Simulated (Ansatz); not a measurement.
# CsI: further runs on the relaxed cell

The task here is to estimate one member of a computed series from the others.

Computed with Ansatz 0.2.0 (DFT r2SCAN, scalar-relativistic, plane waves, PAW, unless a step's input says otherwise).

1 further run of the same task is left out (set aside as unsound or not needed).

## Starting point

The structure is cubic, space group Pm-3m (No. 221). The conventional cell has a = 4.609 Å, b = 4.609 Å, c = 4.609 Å, α = 90.00°, β = 90.00°, γ = 90.00°. Cs (site symmetry m-3m) has 8 I at 3.99 Å as nearest neighbours. I (site symmetry m-3m) has 8 Cs at 3.99 Å as nearest neighbours.

As a file:

```
Cs I
1.0
     4.60901    0.00000    0.00000
     0.00000    4.60901    0.00000
     0.00000    0.00000    4.60901
Cs I
1 1
Direct
  0.00000 0.00000 0.00000
  0.50000 0.50000 0.50000
```

This cell was relaxed beforehand with the same method: volume 48.95 Å³/atom, gap on the mesh 4.51 eV.

The first run:

The input, input.yaml:

```yaml
crystal:
  lattice:
    - [4.6090100238, 0.0, 0.0]
    - [0.0, 4.6090100238, 0.0]
    - [0.0, 0.0, 4.6090100238]
  atoms:
    - { symbol: Cs, position: [0.0, 0.0, 0.0] }
    - { symbol: I, position: [0.5, 0.5, 0.5] }
basis:
  ecutwfc: 500
kpoints:
  mp_grid: { grid: [6, 6, 6] }
  band_path:
    path:
      - [[0.0, 0.0, 0.0], [0.0, 0.5, 0.0], [0.5, 0.5, 0.0], [0.0, 0.0, 0.0], [0.5, 0.5, 0.5], [0.0, 0.5, 0.0]]
      - [[0.5, 0.5, 0.5], [0.5, 0.5, 0.0]]
    npoints: 14
hamiltonian:
  xc: r2scan
scf:
  occupations: { method: gaussian, width: 0.02 }
  n_extra_bands: 6
output:
  forces: true
  stress: true
  eigenvalues: true
  populations: true
  dos: { projected: true, de: 0.02, nscf_kmesh: { grid: [9, 9, 9] } }
  bader: true
  write_density: true
  write_potential: true
  elf: true
  volumetric_format: npy
```

The run is started by

```bash
$ ansatz run input.yaml --threads 1 --pin off --max-ram 2560MiB --backend cpu --events-out ev --progress --plain --runs-dir out
```

Among the steps run: Electronic structure at the relaxed geometry; Seeking the band edges over the whole zone; Levels beside the edges; Back to the database's cell; Dielectric function, independent particles; Point at V/V0 = 0.97; Point at V/V0 = 1.03; The cell scaled to 0.94 of its volume; The cell scaled to 1.06 of its volume; Point at V/V0 = 0.91; The cell scaled to 1.10 of its volume; Volume × 0.88.

One of the session's tables, all rows but one given; the rest of the session is left out.

It belongs to the step «Fit of the equation of state». 

```
volume (Å³/atom)  energy above the lowest point (meV/atom)  pressure (GPa)  gap on the mesh (eV)
          43.080                                      35.5            2.19                  4.46
          44.549                                      18.8            1.49                  4.52
          46.017                                         ?               ?                     ?
          47.486                                       1.9            0.42                  4.62
          48.955                                       0.0            0.01                  4.51
          50.423                                       1.5           -0.32                  4.41
          51.892                                       5.7           -0.60                  4.32
          53.850                                      14.9           -0.90                  4.20
```

**Question.** Estimate the row for volume (Å³/atom) = 46.017.

Worked estimate for «energy above the lowest point (meV/atom)». A straight line through the neighbours (44.549, 18.8) and (47.486, 1.9) gives 18.8 + (1.9 − 18.8) × (46.017 − 44.549) / (47.486 − 44.549) = 10.4; a parabola fitted to 4 rows on both sides gives 7.9.

As computed: energy above the lowest point (meV/atom): 7.9; pressure (GPa): 0.90; gap on the mesh (eV): 4.57. In «energy above the lowest point (meV/atom)» the line misses by +2.5 and the parabola by 0.0.

Limits of these values: The gap on the mesh goes from 4.46 eV at the smallest volume to 4.20 eV at the largest, through a peak of 4.62 eV between.
